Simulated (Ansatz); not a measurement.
**TlBr: what relativity and spin–orbit coupling change**

```
CELL_PARAMETERS angstrom
3.97000 0.00000 0.00000
0.00000 3.97000 0.00000
0.00000 0.00000 3.97000
ATOMIC_POSITIONS crystal
Tl 0.00000 0.00000 0.00000
Br 0.50000 0.50000 0.50000
```

Atom numbers follow the list: Tl1, Br2.

The cell is COD entry 9008793, as deposited and not checked against the literature; nothing was relaxed. It is an old determination, and later ones may differ.

One fixed cell is solved with PBE by full-potential LAPW in Ansatz 0.2.0 under different relativistic treatments. Pressure is positive in compression.

Sampling and basis: a Γ-centred 8×8×8 k mesh, Fermi–Dirac smearing of 0.03 eV, basis error target 1 meV/atom, no spin polarisation.

Gaps under 0.4 eV may close at points that the mesh misses.

Problem. One of the runs gave P (GPa) = 1.43, gap over the k mesh and a high-symmetry path (eV) = 1.84, lowest level at Γ above −25 eV, from the valence-band top or, without a gap, the Fermi level (eV) = -13.79. Which setting was it?
A. scalar-relativistic
B. non-relativistic
C. with spin–orbit coupling

Solution. A. The full set:
| setting | P (GPa) | gap over the k mesh and a high-symmetry path (eV) | lowest level at Γ above −25 eV, from the valence-band top or, without a gap, the Fermi level (eV) |
| --- | --- | --- | --- |
| scalar-relativistic | 1.43 | 1.84 | -13.79 |
| non-relativistic | 2.78 | 0.30 | -14.70 |
| with spin–orbit coupling | 1.24 | 1.21 | -13.85 |
